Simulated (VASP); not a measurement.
Input of a VASP 6.6.1 run:

The input INCAR:

```
PREC = Accurate ; ENCUT = 520
EDIFF = 1E-6 ; ISMEAR = -1
SIGMA = 0.05 ; LREAL = Auto
LASPH = True ; NELM = 80
ALGO = Fast ; ISIF = 2
LWAVE = False ; LCHARG = False
GGA = PE ; IVDW = 12
NBANDS = 74
```

File KPOINTS:

```
Automatic mesh
0
Gamma
  1 1 1
```

The input POSCAR:

```
H3CN
1.0
    7.8297350000      0.0000000000      0.0000000000
    0.0000000000      7.8297350000      0.0000000000
    0.0000000000      0.0000000000      7.8297350000
C H N
8 24 8
Direct
   -0.0405249986      0.7327834212      0.2771741317
    0.0324915211      0.8275759014      0.1140651631
    0.2136087620      0.2938669061      0.5344114456
    0.0762733349      0.2506087371      0.3964757428
    0.6692435951      0.0174463120      0.5346030230
    0.6862684369      0.0898753278      0.7129998653
    0.5399416455      0.9504280796      0.1168749645
    0.6090883025      1.1302936817      0.1177434485
   -0.1621510817      0.7794772109      0.3176224994
   -0.0526454599      0.5950265239      0.2421027021
    0.0579074515      0.7436777873      0.3785696451
    0.1445387360      0.7575352167      0.0754176227
   -0.0587248483      0.8163622396      0.0116095883
    0.0590313721      0.9621398425      0.1163385479
    0.3370229005      0.2668672695      0.4868747154
    0.2050644115      0.4271664367      0.5732633352
    0.1998535072      0.2201479360      0.6549902391
   -0.0614197032      0.3020536455      0.4196438321
    0.1120344431      0.3103553313      0.2708137632
    0.0790065053      0.1064148403      0.3825033670
    0.5460976649      0.0596955069      0.4875899376
    0.7765907786      0.0329002195      0.4494404983
    0.6419757501     -0.1266454101      0.5453952145
    0.7753774553      0.0127207370      0.7893370593
    0.7249032055      0.2230343683      0.7110585480
    0.5626754928      0.0665412048      0.7851989882
    0.4493127801      0.9279879843      0.2235580131
    0.4802461386      0.9034149942      0.0044318230
    0.6473399164      0.8606166109      0.1211918411
    0.7224893307      1.1389785223      0.0444204050
    0.5234787640      1.2317913697      0.0839236577
    0.6599329352      1.1685197519      0.2436353210
    0.8285082445      0.5244111071      0.8684585110
    0.9640428444      0.5304649519      0.8360947082
    0.5718584345      0.5307714757      0.4705140085
    0.6280161461      0.5021881328      0.3424764695
    0.2908399837      0.8446518305      0.7497060884
    0.1609122148      0.8791229844      0.7013647333
    0.3605230573      0.5158412130      0.8642438090
    0.3670877750      0.5147556079      1.0061132337
```

Potentials or basis: VASP PAW PBE potentials, release 64 (C, H, N).

Command:

```bash
$ cat potpaw_PBE.64/C/POTCAR potpaw_PBE.64/H/POTCAR potpaw_PBE.64/N/POTCAR > POTCAR
$ mpirun -np 1 vasp_gam > vasp.out
```

Question: What does it give for the largest force?

Answer: 3.475 eV/Å.

Question: What does it give for the band gap on the k mesh?

Answer: 5.04 eV, direct.

Question: Estimate the dispersion energy per atom.

Answer: -0.042 eV.

Question: Estimate the pressure.

Answer: 0.5 GPa.

Stress tensor (GPa, compression positive):
```
 1.15 -0.03  0.13
-0.03 -0.34  0.57
 0.13  0.57  0.83
```

Caveat: the standard files for N, O and F lose accuracy on very short bonds. As with any semilocal functional, this PBE gap is likely too small.
